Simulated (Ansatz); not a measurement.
Base system: AlSb in the zinc blende structure (space group F-43m, No. 216; a = 6.177 Å). Axes: x, y, z lie along the cube axes.

Level of theory: r2SCAN/PAW in Ansatz (a first-principles code), spin-orbit coupling left out.

For the base:

* **Valence-band top at Γ**: 0.00, 0.00, 0.00 eV
* **Band gap**: 1.51 eV

Now apply this change: compressive biaxial strain of 3.06 % in the plane normal to [111], as in epitaxy on a mismatched substrate; the out-of-plane cell vector and the atoms relax.

**Question.** Predict the new valence-band top at Γ.

**Answer.** The valence-band top at Γ (three highest levels, from the VBM) goes from 0.00, 0.00, 0.00 eV to 0.00, 0.00, -0.47 eV.

**Question.** Estimate the effect on the band gap.

**Answer.** The band gap drops by 0.35 eV (1.51 eV → 1.16 eV).

Spin-orbit coupling, missing from the scalar runs, can matter with Sb. Whether these cells are dynamically stable was not tested.
